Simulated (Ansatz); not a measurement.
# Tc: response to strain

Tc is deformed so: z strained by -4 % at fixed volume. What stress and forces result, by LAPW and all-electron datasets made for the crystal?

Computed with Ansatz 0.2.0 (DFT PBE, scalar-relativistic, unless a step's input says otherwise).

## Step 1: The system as given

Symmetry: Fm-3m, No. 225, cubic system. The conventional cell has a = 3.900 Å, b = 3.900 Å, c = 3.900 Å, α = 90.00°, β = 90.00°, γ = 90.00°. Tc (site symmetry m-3m) is surrounded by 12 Tc at 2.76 Å.

Structure file:

```cif
data_structure
_symmetry_space_group_name_H-M 'P 1'
_symmetry_Int_Tables_number 1
_cell_length_a 2.7577
_cell_length_b 2.7577
_cell_length_c 2.7577
_cell_angle_alpha 60.000
_cell_angle_beta 60.000
_cell_angle_gamma 60.000
_cell_volume 14.83
loop_
_atom_site_label
_atom_site_type_symbol
_atom_site_fract_x
_atom_site_fract_y
_atom_site_fract_z
_atom_site_occupancy
Tc1 Tc 0.00000 0.00000 0.00000 1
```

## Step 2: The deformed structure

Space group Fm-3m before, I4/mmm after.

## Step 3: Full-potential LAPW

The input, input.yaml:

```yaml
crystal:
  lattice:
    - [0.0, 1.9902104161, 1.872]
    - [1.9902104161, 0.0, 1.872]
    - [1.9902104161, 1.9902104161, 0.0]
  atoms:
    - { symbol: Tc, position: [0.0, 0.0, 0.0] }
kpoints:
  mp_grid: { grid: [18, 18, 18] }
scf:
  occupations: { method: fermi_dirac, width: 0.03 }
hamiltonian:
  xc: pbe
  pseudopotentials: { kind: all_electron, lapw: { basis_error: 0.00025 } }
output:
  forces: true
  stress: true
  eigenvalues: true
```

Launch:

```console
> ansatz run input.yaml --threads 1 --pin off --max-ram 2048MiB --backend cpu --events-out ev --progress --plain --runs-dir out
```

## Step 4: All-electron PAW on datasets made for the crystal

input.yaml, as its differences from that of step 3:

```diff
@@ -13,3 +13,3 @@
   xc: pbe
-  pseudopotentials: { kind: all_electron, lapw: { basis_error: 0.00025 } }
+  pseudopotentials: { kind: all_electron, datasets: crystal }
 output:
@@ -18 +18,2 @@
   eigenvalues: true
+  efg: { contact_densities: true }
```

(Steps that only read results are left out.)

What does the calculation give? Wanted: pressure; largest shear or deviatoric stress.

As calculated:

| quantity | value |
| --- | --- |
| pressure | LAPW -5.94, crystal datasets -5.94 GPa |
| largest shear or deviatoric stress (LAPW) | 7.08 GPa |

**Reading.** The largest part of the stress beyond the pressure is 7.08 GPa in size, in the zz component. No run of the undeformed cell stands beside it, so the pressure holds what the given cell had before the change. Crystal datasets: stress within 0.01 GPa of LAPW.
